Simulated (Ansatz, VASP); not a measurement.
One calculation of Bi, two programs

```
Bi
1.0
    -1.87757    1.87757    1.87757
     1.87757   -1.87757    1.87757
     1.87757    1.87757   -1.87757
Bi
1
Direct
  0.00000 0.00000 0.00000
```

This isn't the form of Bi at room conditions, which is rhombohedral.

Alike in both runs: functional PBEsol; k mesh 16 × 16 × 16; occupations gaussian, width 0.3 eV; no spin polarisation.

Ansatz relaxed the structure, and its values are those at the end. VASP's run is a single point on that final structure, the one shown.

|  | VASP | Ansatz |
| --- | --- | --- |
| version | VASP 6.6.1 | Ansatz 0.2.0 |
| potentials or method | VASP PAW PBE potentials, release 64 (Bi_d) | scalar-relativistic, plane waves, PAW |
| plane-wave cutoff (eV) | 520 | 420 |
| valence electrons in the cell | 15 | 15 |

|  | VASP | Ansatz | Ansatz less VASP |
| --- | --- | --- | --- |
| gap on the k mesh at the Fermi level (eV) | none | none | - |
| pressure (GPa) | 10.0 | 10.1 | +0.06 |

A gap of «none» marks a metal or a gap that the smearing closes.

Caveats: the PAW data sets were made with another functional, which shifts forces and pressure a little (VASP); spin-orbit coupling is left out, which moves the levels of the heavy elements.
